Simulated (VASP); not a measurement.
# KI (Fm-3m) in VASP: notebook, part 2 of 2

VASP 6.6.1. The steps go on from the part before.

## (3) Single point, PBEsol

Contents of INCAR:

```
SYSTEM = KI
PREC = Accurate
ENCUT = 520
EDIFF = 1E-6
ISMEAR = 0
SIGMA = 0.01
LREAL = .False.
LASPH = .True.
NELM = 60
ALGO = Normal
ISIF = 2
LWAVE = .False.
LCHARG = .False.
GGA = PS
NBANDS = 15
```

Contents of KPOINTS:

```
regular mesh
0
Gamma
  6 6 6
  0 0 0
```

Contents of POSCAR:

```
KI
1.0
    0.0000000000      3.5327750000      3.5327750000
    3.5327750000      0.0000000000      3.5327750000
    3.5327750000      3.5327750000      0.0000000000
I K
1 1
Direct
    0.5000000000      0.5000000000      0.5000000000
    0.0000000000      0.0000000000      0.0000000000
```

Potentials or basis: VASP PAW PBE potentials, release 64 (I, K_sv).

Run with:

```console
> cat potpaw_PBE.64/I/POTCAR potpaw_PBE.64/K_sv/POTCAR > POTCAR
> mpirun -np 1 vasp_std > vasp.out
```

Run time: 12 s. Hardware: 1 thread of Intel Xeon 6975P-C (Granite Rapids), shared host; peak memory 0.23 GiB.

Results (log left out):

* Free energy: -5.8146 eV
* Pressure: -0.2 GPa
* Band gap on the k mesh: 3.81 eV

Levels at points of the mesh, in eV from the valence-band top:
```tsv
k point	band 6	band 7	band 8	band 9	band 10	band 11
(0.00, 0.00, 0.00)	0.00	0.00	0.00	3.81	6.43	6.43
(0.50, 0.00, 0.00)	-1.35	-0.34	-0.34	5.38	7.61	8.07
(0.50, 0.50, 0.00)	-1.02	-0.37	-0.37	4.83	5.67	8.07
```

Caveat: the PAW data sets were made with another functional, which shifts forces and pressure a little; spin-orbit coupling is left out, which moves the levels of the heavy elements.

## (4) Single point, r2SCAN

POSCAR is that of step 3.

Contents of INCAR.step1:

```
SYSTEM = KI
  PREC = Accurate
  ENCUT = 520
  ISMEAR = 0
  SIGMA = 0.01
  LREAL = .False.
  LASPH = .True.
  NELM = 80
  NBANDS = 15
  GGA = PE
  ALGO = Normal
  EDIFF = 1E-4
  LWAVE = .True.
  LCHARG = .False.
```

Contents of INCAR.step2:

```
SYSTEM = KI
  PREC = Accurate
  ENCUT = 520
  EDIFF = 1E-6
  ISMEAR = 0
  SIGMA = 0.01
  LREAL = .False.
  LASPH = .True.
  NELM = 80
  ALGO = Normal
  ISIF = 2
  LWAVE = .False.
  LCHARG = .False.
  METAGGA = R2SCAN
  LMIXTAU = .True.
  NBANDS = 15
  ISTART = 1
```

KPOINTS is that of step 3.

Potentials or basis: VASP PAW PBE potentials, release 64 (I, K_sv).

Run with:

```console
> cat potpaw_PBE.64/I/POTCAR potpaw_PBE.64/K_sv/POTCAR > POTCAR
> cp INCAR.step1 INCAR
> mpirun -np 1 vasp_std > vasp.out
> cp INCAR.step2 INCAR
> mpirun -np 1 vasp_std > vasp.out
```

OUTCAR:

```text
SYSTEM = KI
   PREC = Accurate
   ENCUT = 520
   EDIFF = 1E-6
   ISMEAR = 0
   LREAL = .False.
   LASPH = .True.
   NELM = 80
   ISIF = 2
   METAGGA = R2SCAN
   ISTART = 1

 ion  position               nearest neighbor table
   1  0.500  0.500  0.500-   2 3.53   2 3.53   2 3.53   2 3.53   2 3.53   2 3.53
   2  0.000  0.000  0.000-   1 3.53   1 3.53   1 3.53   1 3.53   1 3.53   1 3.53

  LATTYP: Found a face centered cubic cell.
 ALAT       =     7.0655500000

  Lattice vectors:

 A1 = (   0.0000000000,   3.5327750000,   3.5327750000)
 A2 = (   3.5327750000,   0.0000000000,   3.5327750000)
 A3 = (   3.5327750000,   3.5327750000,   0.0000000000)

Analysis of symmetry for initial positions (statically):
=====================================================================
 Subroutine PRICEL returns:
 Original cell was already a primitive cell.

 Routine SETGRP: Setting up the symmetry group for a
 face centered cubic supercell.

 Subroutine GETGRP returns: Found 48 space group operations
 (whereof 48 operations were pure point group operations)
 out of a pool of 48 trial point group operations.

The static configuration has the point symmetry O_h .

[... 166 lines left out ...]
      6      -0.7551      2.00000
      7      -0.7551      2.00000
      8      -0.7551      2.00000
      9       3.8527      0.00000
     10       6.2934      0.00000
     11       6.2934      0.00000
     12       6.2934      0.00000
     13       7.1445      0.00000
     14       7.1445      0.00000
[... 257 lines left out ...]
      2     -13.1717      2.00000
      3     -13.1665      2.00000
      4     -13.1533      2.00000
      5     -11.3677      2.00000
      6      -1.6437      2.00000
      7      -1.3275      2.00000
      8      -1.2970      2.00000
      9       5.3788      0.00000
     10       6.3751      0.00000
     11       7.2071      0.00000
     12       8.3510      0.00000
     13       8.5590      0.00000
     14       9.6256      0.00000
     15      10.0765      0.00000

------------------------ aborting loop because EDIFF is reached ----------------------------------------

  FORCE on cell =-STRESS in cart. coord.  units (eV):
  Direction    XX          YY          ZZ          XY          YZ          ZX
  --------------------------------------------------------------------------------------
  -------------------------------------------------------------------------------------
  Total        0.0814462      0.0814462      0.0814462      0.0000000      0.0000000     -0.0000000
  in kB        1.4798013      1.4798013      1.4798013      0.0000000      0.0000000     -0.0000000
  external PRESSURE =       1.4798013 kB  Pullay stress =       0.0000000 kB

 VOLUME and BASIS-vectors are now :
 -----------------------------------------------------------------------------
  energy-cutoff  :      520.00
  volume of cell :       88.18
      direct lattice vectors                 reciprocal lattice vectors
     0.000000000  3.532775000  3.532775000    -0.141531799  0.141531799  0.141531799
     3.532775000  0.000000000  3.532775000     0.141531799 -0.141531799  0.141531799
     3.532775000  3.532775000  0.000000000     0.141531799  0.141531799 -0.141531799

 POSITION                                       TOTAL-FORCE (eV/Angst)
 -----------------------------------------------------------------------------------
      3.53277      3.53277      3.53277         0.000000     -0.000000      0.000000
      0.00000      0.00000      0.00000         0.000000      0.000000      0.000000
 -----------------------------------------------------------------------------------
    total drift:                                0.000000     -0.000000     -0.000000

  FREE ENERGIE OF THE ION-ELECTRON SYSTEM (eV)
  ---------------------------------------------------
  free  energy   TOTEN  =       -33.9837634889 eV

  energy  without entropy=      -33.9837634889  energy(sigma->0) =      -33.98376349
```

Run time: 54 s. Hardware: 1 thread of Intel Xeon 6975P-C (Granite Rapids), shared host; peak memory 0.25 GiB.

Results:

| Item | Value |
| --- | --- |
| Free energy | -33.9838 eV |
| Pressure | 0.1 GPa |
| Band gap on the k mesh | 4.61 eV |

Caveat: the PAW data sets were made with another functional, which shifts forces and pressure a little; spin-orbit coupling is left out, which moves the levels of the heavy elements.

## (5) Single point, PBE0

POSCAR is that of step 4.

Contents of INCAR.step1:

```
PREC = Accurate
ENCUT = 520
EDIFF = 1E-5
ISMEAR = 0
SIGMA = 0.01
LREAL = F
LASPH = T
NELM = 80
ALGO = Normal
ISIF = 2
LWAVE = T
LCHARG = F
NBANDS = 15
GGA = PE
```

Contents of INCAR.step2:

```
PREC = Accurate
ENCUT = 520
EDIFF = 1E-7
ISMEAR = 0
SIGMA = 0.01
LREAL = F
LASPH = T
NELM = 80
ALGO = Normal
ISIF = 2
LWAVE = F
LCHARG = F
GGA = PE
LHFCALC = T
AEXX = 0.25
PRECFOCK = Normal
NBANDS = 15
ISTART = 1
```

Contents of KPOINTS:

```
Automatic mesh
0
Gamma
  4 4 4
```

Run with:

```console
> cat potpaw_PBE.64/I/POTCAR potpaw_PBE.64/K_sv/POTCAR > POTCAR
> cp INCAR.step1 INCAR
> mpirun -np 1 vasp_std > vasp.out
> cp INCAR.step2 INCAR
> mpirun -np 1 vasp_std > vasp.out
```

Run time: 4.7 min. Hardware: 1 thread of Intel Xeon 6975P-C (Granite Rapids), shared host; peak memory 0.24 GiB.

Results (log left out):

```yaml
Free_energy: -6.9160 eV
Pressure: 0.4 GPa
Band_gap_on_the_k_mesh: 5.66 eV
```

Levels at points of the mesh, in eV from the valence-band top:
```csv
k point,band 5,band 6,band 7,band 8,band 9,band 10,band 11,band 12
"(0.00, 0.00, 0.00)",-11.43,0.00,0.00,0.00,5.66,8.39,8.39,8.39
"(0.50, 0.00, 0.00)",-11.11,-1.43,-0.36,-0.36,7.21,9.66,9.99,9.99
"(0.50, 0.50, 0.00)",-11.26,-1.10,-0.41,-0.41,6.66,7.57,10.24,10.65
```

Caveat: the PAW data sets were made with another functional, which shifts forces and pressure a little; spin-orbit coupling is left out, which moves the levels of the heavy elements.

## (6) Single point, PBEsol

Contents of INCAR:

```
SYSTEM = KI
ALGO = Normal
EDIFF = 1E-7
ENCUT = 520
GGA = PS
ISIF = 2
ISMEAR = -1
LASPH = .True.
LCHARG = .True.
LELF = .True.
LREAL = .False.
LVHAR = .True.
LWAVE = .False.
NBANDS = 15
NELM = 80
PREC = Accurate
SIGMA = 0.05
```

Contents of KPOINTS:

```
k-points
0
Gamma
  5 5 5
  0 0 0
```

POSCAR is that of step 5.

Potentials or basis: VASP PAW PBE potentials, release 64 (I, K_sv).

Run with:

```console
> cat potpaw_PBE.64/I/POTCAR potpaw_PBE.64/K_sv/POTCAR > POTCAR
> mpirun -np 1 vasp_std > vasp.out
```

It took 22 s on 1 thread of Intel Xeon Platinum 8259CL at 2.50GHz (Skylake/Cascade Lake), shared host; peak memory 0.23 GiB.

Results (log left out):

```yaml
Free_energy: -5.8145 eV
Pressure: -0.3 GPa
Band_gap_on_the_k_mesh: 3.81 eV
```

Levels at points of the mesh, in eV from the valence-band top:
| k point | band 4 | band 5 | band 6 | band 7 | band 8 | band 9 | band 10 | band 11 | band 12 | band 13 |
| --- | --- | --- | --- | --- | --- | --- | --- | --- | --- | --- |
| (0.00, 0.00, 0.00) | -11.88 | -10.54 | 0.00 | 0.00 | 0.00 | 3.81 | 6.43 | 6.43 | 6.43 | 7.17 |

Caveat: the PAW data sets were made with another functional, which shifts forces and pressure a little; spin-orbit coupling is left out, which moves the levels of the heavy elements.

## (7) Summary

| level | potentials or basis | k mesh | smearing | grid for exact exchange (PRECFOCK) | share of exact exchange | gap on the mesh (eV) | pressure (GPa) |
| --- | --- | --- | --- | --- | --- | --- | --- |
| LDA | VASP PAW LDA potentials, release 64 (I, K_sv) | 6 × 6 × 6 | gaussian 0.01 eV | - | - | 3.61 | -1.3 |
| PBEsol | VASP PAW PBE potentials, release 64 (I, K_sv) | 6 × 6 × 6 | gaussian 0.01 eV | - | - | 3.81 | -0.2 |
| r2SCAN | VASP PAW PBE potentials, release 64 (I, K_sv) | 6 × 6 × 6 | gaussian 0.01 eV | - | - | 4.61 | 0.1 |
| PBE0 | VASP PAW PBE potentials, release 64 (I, K_sv) | 4 × 4 × 4 | gaussian 0.01 eV | Normal | 0.25 | 5.66 | 0.4 |
| PBEsol | VASP PAW PBE potentials, release 64 (I, K_sv) | 5 × 5 × 5 | fermi-dirac 0.05 eV | - | - | 3.81 | -0.3 |

Alike in all rows: task single point; no spin polarisation; cell as given; cutoff (eV) 520.

Caveats: spin-orbit coupling is left out, which moves the levels of the heavy elements; the PAW data sets were made with another functional, which shifts forces and pressure a little (at least some runs).

Absolute energies hang on the potentials; compare differences alone.

## (8) Comparison with measurements

Step 3. A measured gap of KI is 6.32 eV (a printed reference work, monograph); the calculated 3.81 eV misses it by -2.51 eV. Spin-orbit coupling on I is left out. The value is that of PBEsol, without temperature or zero-point motion. Semilocal functionals fall short of measured gaps as a rule.

Step 4. Measured gap of KI: 6.32 eV (a printed reference work, monograph). This calculation gives 4.61 eV (-1.71 eV). Spin-orbit coupling on I is left out. The value is that of r2SCAN, without temperature or zero-point motion.

Step 5. Measured gap of KI: 6.32 eV (a printed reference work, monograph). This calculation gives 5.66 eV (-0.66 eV). Spin-orbit coupling on I is left out. The value is that of PBE0, without temperature or zero-point motion.

Step 6. Against the measured gap of KI, 6.32 eV (a printed reference work, monograph), the calculated 3.81 eV is off by -2.51 eV. Spin-orbit coupling on I is left out. The value is that of PBEsol, without temperature or zero-point motion. Semilocal functionals fall short of measured gaps as a rule.
